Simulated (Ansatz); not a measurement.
**Checking a converged run of FeS$_{2}$**

FeS$_{2}$ is taken in the coordinates of a database entry, unrelaxed (space group Pnnm), 6 atoms in the cell. Forces or pressure are large there, so the entry is far from the computed equilibrium and may be faulty or of a sample under other conditions, or the chosen U doesn't suit it. Source: COD entry 1564889; it may be a high-temperature, high-pressure or metastable form.

Computed with DFT, PBE+U, PAW, plane waves, scalar-relativistic in Ansatz development build ahead of 0.2.0.

```yaml
crystal:
  lattice:
    - [4.4474, 0.0, 0.0]
    - [0.0, 5.4287, 0.0]
    - [0.0, 0.0, 3.3852]
  atoms:
    - { symbol: Fe, position: [0.0, 0.0, 0.0], spin: 4.0 }
    - { symbol: Fe, position: [0.5, 0.5, 0.5], spin: 4.0 }
    - { symbol: S, position: [0.1999, 0.37804, 0.0] }
    - { symbol: S, position: [0.8001, 0.62196, 0.0] }
    - { symbol: S, position: [0.6999, 0.12196, 0.5] }
    - { symbol: S, position: [0.3001, 0.87804, 0.5] }
  symmetry: { detect: false, time_reversal: true }
magnetization:
  spin_polarized: true
hamiltonian:
  xc: pbe
  pseudopotentials: { kind: paw }
  hubbard:
    sites:
      - { site: 0, l: d, u_eff: 5.3, starting_ns: [{ spin: up, occupation_matrix: s0up }, { spin: down, occupation_matrix: s0down }] }
      - { site: 1, l: d, u_eff: 5.3, starting_ns: [{ spin: up, occupation_matrix: s1up }, { spin: down, occupation_matrix: s1down }] }
    occupation_matrices:
      s0up:
        matrix:
          - [0.999999, 0.0, 0.0, 0.0, 0.0]
          - [0.0, 0.999999, 0.0, 0.0, 0.0]
          - [0.0, 0.0, 0.999999, 0.0, 0.0]
          - [0.0, 0.0, 0.0, 0.999999, 0.0]
          - [0.0, 0.0, 0.0, 0.0, 0.999999]
      s0down:
        matrix:
          - [0.070463, -0.048477, 0.08298, -0.017213, -0.236568]
          - [-0.048477, 0.033352, -0.057089, 0.011842, 0.162756]
          - [0.08298, -0.057089, 0.097723, -0.020271, -0.278598]
          - [-0.017213, 0.011842, -0.020271, 0.004206, 0.05779]
          - [-0.236568, 0.162756, -0.278598, 0.05779, 0.794259]
      s1up:
        matrix:
          - [0.999999, 0.0, 0.0, 0.0, 0.0]
          - [0.0, 0.999999, 0.0, 0.0, 0.0]
          - [0.0, 0.0, 0.999999, 0.0, 0.0]
          - [0.0, 0.0, 0.0, 0.999999, 0.0]
          - [0.0, 0.0, 0.0, 0.0, 0.999999]
      s1down:
        matrix:
          - [0.125985, 0.163279, -0.214532, -0.165606, 0.100012]
          - [0.163279, 0.211615, -0.27804, -0.21463, 0.129619]
          - [-0.214532, -0.27804, 0.365318, 0.282003, -0.170306]
          - [-0.165606, -0.21463, 0.282003, 0.21769, -0.131466]
          - [0.100012, 0.129619, -0.170306, -0.131466, 0.079395]
basis:
  ecutwfc: 420
kpoints:
  mp_grid: { grid: [5, 4, 7] }
scf:
  occupations: { method: fermi_dirac, width: 0.05 }
  lower_state_search: "off"
  max_iter: 200
output:
  forces: true
  stress: true
```

It took 3.6 min on 2 threads of Intel(R) Xeon(R) Platinum 8259CL CPU @ 2.50GHz (shared host), peak memory 1.4 GiB.

The end of the output:

```
SCF converged after 56 iterations
Stability not told: the SCF's own minimisation came to no verdict on its close; the lowest value that the minimisation read is 4.4e-2 (residual 4.2e-3): no lower mode is shown, and none is ruled out
Magnetization: 5.2474 μB (30.6237 up, 25.3763 down)
Absolute magnetization: 5.8241 μB (∫|ρ↑−ρ↓|, with the PAW one-centre terms)
Spin contamination: 0.4040 ħ² per cell (⟨S²⟩ above its minimum at these occupations)
Per-site moments (μB) at R_I (Å): [(2.9485, 0.9225), (2.1668, 0.9225), (-0.0337, 0.9145), (-0.0337, 0.9145), (-0.0486, 0.9145), (-0.0486, 0.9145)]
Free energy (F): -12563.608070 eV
Harris-Foulkes:  -12563.608070 eV  (|F-HF|=2.38e-9)
Internal energy: -12563.593023 eV  (E = F + TS)
E sigma→0 (E₀):  -12563.600546 eV
Entropy (-TS):   -0.015046 eV (-2.508 meV/atom)
Fermi energy:    13.342993 eV
--- Specified on-site occupations, and those of the state reported ---
  electrons in the specified blocks: 12.0000 specified, 13.3562 found
  site 1 (l=d) ↓: largest change of an orbital's occupation 0.8938; electrons 1.0000 specified, 2.2545 found; spectral distance 0.9474
  site 0 (l=d) ↓: largest change of an orbital's occupation 0.7500; electrons 1.0000 specified, 1.7338 found; spectral distance 0.4815
  site 1 (l=d) ↑: largest change of an orbital's occupation 0.2371; electrons 5.0000 specified, 4.5490 found; spectral distance 0.2670
  site 0 (l=d) ↑: largest change of an orbital's occupation 0.0624; electrons 5.0000 specified, 4.8189 found; spectral distance 0.0918
--- Forces (eV/Å), atoms counted from 1 ---
  atom   1  Fe    -0.00001338    -0.00002078    -0.00000008
  atom   2  Fe     0.00001055     0.00002521     0.00000033
  atom   3  S     -1.70385683     1.30838027    -0.00000760
  atom   4  S      1.70386253    -1.30838035     0.00000756
  atom   5  S     -1.78797003     0.02846149    -0.00001451
  atom   6  S      1.78797069    -0.02846487     0.00001453
--- Stress (GPa, compression-positive) ---
       28.421487       2.964707      -0.000049
        2.964684      29.214030       0.000062
       -0.000044       0.000077      32.492819
  P = ⅓ Tr σ = 30.0428 GPa (300.428 kbar)
```

A static U favours moments and orbital order; the result depends on U and need not be the measured state.

Eigenvalues of the Hubbard occupation matrices: Fe1 up 0.94 0.95 0.97 0.98 0.99, down 0.04 0.17 0.26 0.36 0.91; Fe2 up 0.76 0.90 0.95 0.95 0.98, down 0.04 0.20 0.23 0.89 0.90.

Q: Would you trust this as the ground state? If a lower solution is known, describe it.

A: No. A state 168 meV/atom (1.008 eV per cell) lower exists in this cell: non-magnetic, a gap of 1.54 eV on the k-mesh. It was reached from: parallel moments, default search for lower states [Fe1 4.00, Fe2 4.00 μB]; spin on, no moments given (the program may seed its own), plain SCF. Its occupation eigenvalues are Fe1 up 0.32 0.35 0.92 0.93 0.97, down 0.32 0.35 0.92 0.93 0.97; Fe2 up 0.32 0.35 0.92 0.93 0.97, down 0.32 0.35 0.92 0.93 0.97. The wrong state matters: the pressure is 7.2 GPa there against 30.0 GPa here, and forces differ by up to 1.10 eV/Å (largest force 1.05 there, 2.15 eV/Å here). “Lowest” means lowest among the runs made in this cell.
